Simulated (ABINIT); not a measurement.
Crystal: BN.

```
CELL_PARAMETERS angstrom
2.49824 0.00000 0.00000
-1.24912 2.16354 0.00000
0.00000 0.00000 6.63570
ATOMIC_POSITIONS crystal
N 0.66667 0.33333 0.25000
N 0.33333 0.66667 0.75000
B 0.66667 0.33333 0.75000
B 0.33333 0.66667 0.25000
```

Program: ABINIT 10.8.3 (patched build). Alike in all runs: task band structure; no spin polarisation; cell as given; k mesh 12 × 12 × 4; smearing fermi-dirac 0.05 eV.

Task: Order these runs on this cell by their pressure, lowest first.
A. level BLYP; potentials or basis JTH PAW PBE v2.0; cutoff (eV) 707; fine-grid cutoff 1306.15 eV
B. level PBE; potentials or basis SG15 NC PBE v1.2; cutoff (eV) 1143
C. level WC; potentials or basis JTH PAW PBE v2.0; cutoff (eV) 707; fine-grid cutoff 1306.15 eV

Result: C (1.9 GPa), B (3.6 GPa), A (7.2 GPa).

Caveats: this functional lacks dispersion, which binds the layers, so the pressure and a relaxed spacing across them are unreliable; the PAW data sets were made with another functional, which shifts forces and pressure a little (some runs); the atomic spheres overlap (some runs).
